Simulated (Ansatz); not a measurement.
# Si7Ge: the cost of one run

Program: Ansatz 0.2.0. Level of theory: DFT r2SCAN, scalar-relativistic, plane waves, PAW. These are calculated values, not measurements.

## (1) The structure to begin with

Symmetry: P-43m, No. 215, cubic system. The conventional cell has a = 5.465 Å, b = 5.465 Å, c = 5.465 Å, α = 90.00°, β = 90.00°, γ = 90.00°. Si (site symmetry 3m) has 3 Si at 2.36 Å and 1 Ge at 2.39 Å as nearest neighbours. Si (site symmetry -42m) is surrounded by 4 Si at 2.36 Å. Around Ge (site symmetry -43m) lie 4 Si at 2.39 Å.

As a file:

```xyz
8
Lattice="5.4654 0.0000 0.0000 0.0000 5.4654 0.0000 0.0000 0.0000 5.4654" Properties=species:S:1:pos:R:3 pbc="T T T"
Si    1.3806    1.3806    1.3806
Si    0.0000    2.7327    2.7327
Si    2.7327    2.7327    0.0000
Si    2.7327    0.0000    2.7327
Si    4.0848    1.3806    4.0848
Si    4.0848    4.0848    1.3806
Si    1.3806    4.0848    4.0848
Ge    0.0000    0.0000    0.0000
```

Source of the structure: the Materials Project (structure only).

## (2) A first look at the start

File input.yaml:

```yaml
crystal:
  lattice:
    - [5.46539507, 0.0, 0.0]
    - [0.0, 5.46539507, 0.0]
    - [0.0, 0.0, 5.46539507]
  atoms:
    - { symbol: Si, position: [0.25261521, 0.25261521, 0.25261521] }
    - { symbol: Si, position: [0.0, 0.5, 0.5] }
    - { symbol: Si, position: [0.5, 0.5, 0.0] }
    - { symbol: Si, position: [0.5, 0.0, 0.5] }
    - { symbol: Si, position: [0.74738479, 0.25261521, 0.74738479] }
    - { symbol: Si, position: [0.74738479, 0.74738479, 0.25261521] }
    - { symbol: Si, position: [0.25261521, 0.74738479, 0.74738479] }
    - { symbol: Ge, position: [0.0, 0.0, 0.0] }
basis:
  ecutwfc: 500
kpoints:
  mp_grid: { grid: [4, 4, 4] }
hamiltonian:
  xc: r2scan
scf:
  occupations: { method: gaussian, width: 0.1 }
output:
  forces: true
  stress: true
  eigenvalues: true
```

Started as:

```
ansatz run input.yaml --threads 2 --pin off --max-ram 5120MiB --backend cpu --events-out ev --progress --plain --runs-dir out
```

What time and memory should one allow on 2 threads of Intel Xeon 6975P-C (Granite Rapids), shared host?

About 2.5 s, with a peak of 0.64 GiB.
